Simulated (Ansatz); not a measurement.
# Bi: the cost of one run

Computed with Ansatz 0.2.0 (DFT PBE, scalar-relativistic, plane waves, PAW, unless a step's input says otherwise).

## Step 1: Starting point

Symmetry: I4/mmm, No. 139, tetragonal system. Conventional cell: a = 8.515 Å, b = 8.515 Å, c = 2.861 Å, α = 90.00°, β = 90.00°, γ = 90.00°. Bi (site symmetry 4/mmm) is surrounded by 2 Bi at 2.86 Å.

Structure file:

```cif
data_structure
_symmetry_space_group_name_H-M 'I4/mmm'
_symmetry_Int_Tables_number 139
_cell_length_a 8.5150
_cell_length_b 8.5150
_cell_length_c 2.8611
_cell_angle_alpha 90.000
_cell_angle_beta 90.000
_cell_angle_gamma 90.000
_cell_volume 207.44
loop_
_atom_site_label
_atom_site_type_symbol
_atom_site_symmetry_multiplicity
_atom_site_Wyckoff_symbol
_atom_site_fract_x
_atom_site_fract_y
_atom_site_fract_z
_atom_site_occupancy
Bi1 Bi 2 a 0.00000 0.00000 0.00000 1
```

The structure comes from the Materials Project (structure only).

## Step 2: A distortion of lower symmetry

The change: strain xx, yy, zz, yz, xz, xy = -7.6, +4.2, -1.5, +0.0, +1.4, +0.0 %.

File input.yaml:

```yaml
crystal:
  lattice:
    - [-3.9114402964, 4.4377012131, 1.3476107996]
    - [3.9525547058, -4.4377012131, 1.4699708323]
    - [3.9114402964, 4.4377012131, -1.3476107996]
  atoms:
    - { symbol: Bi, position: [0.0, 0.0, 0.0] }
basis:
  ecutwfc: 420
kpoints:
  mp_grid: { grid: [14, 14, 14] }
hamiltonian:
  xc: pbe
scf:
  occupations: { method: gaussian, width: 0.1 }
output:
  forces: true
  stress: true
  eigenvalues: true
```

On the command line:

```
$ ansatz run input.yaml --threads 1 --pin off --max-ram 1331MiB --backend cpu --events-out ev --progress --plain --runs-dir out
```

Q: Estimate wall time and peak memory on 1 thread of an x86-64 CPU, shared host.

About 45 s, with a peak of 0.99 GiB.
